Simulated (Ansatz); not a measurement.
TiO2 in Ansatz: the effect of pseudo set

TiO2:

```
Ti O
1.0
     5.58222    0.00000    0.00000
    -2.79111    4.83435    0.00000
     0.00000    0.00000    6.08247
Ti O
3 6
Cartesian
  2.6065 0.0000 2.0275
  -1.3033 2.2573 4.0550
  1.4878 2.5770 0.0000
  0.8672 4.1161 0.7339
  3.6583 0.7182 3.3210
  0.3400 2.0253 4.7889
  3.1311 2.8091 5.3485
  -1.2072 3.5273 2.7614
  1.5840 1.3071 1.2936
```

Measurements of this composition are mostly on another form, of space group No. 141.

Alike in all runs:

| Quantity | Value |
| --- | --- |
| Program | Ansatz 0.2.0 |
| Task | band structure |
| Functional | PBE |
| k mesh | 6 × 6 × 5 |
| Occupations | fermi-dirac, width 0.05 eV |
| Spin | no spin polarisation |

```csv
pseudo set,cutoff,pressure (GPa),largest force (eV/Å)
Ansatz PAW,420 eV (not typed: the program's choice for these potentials),1.5,0.05
Ansatz PAW accurate,910 eV,1.4,0.05
JTH PAW,1380 eV (not typed: the program's choice for these potentials),1.8,0.07
SPMS NC,1034 eV (not typed: the program's choice for these potentials),1.4,0.04
PseudoDojo standard,1143 eV,?,?
PseudoDojo stringent,1252 eV,1.2,0.03
Ansatz PAW earlier set,930 eV (not typed: the program's choice for these potentials),1.4,0.05
Ansatz NC,1240 eV (not typed: the program's choice for these potentials),1.4,0.04
```

Q: What does the run with pseudo set PseudoDojo standard give?

A: Pressure 1.1 GPa; largest force 0.02 eV/Å.
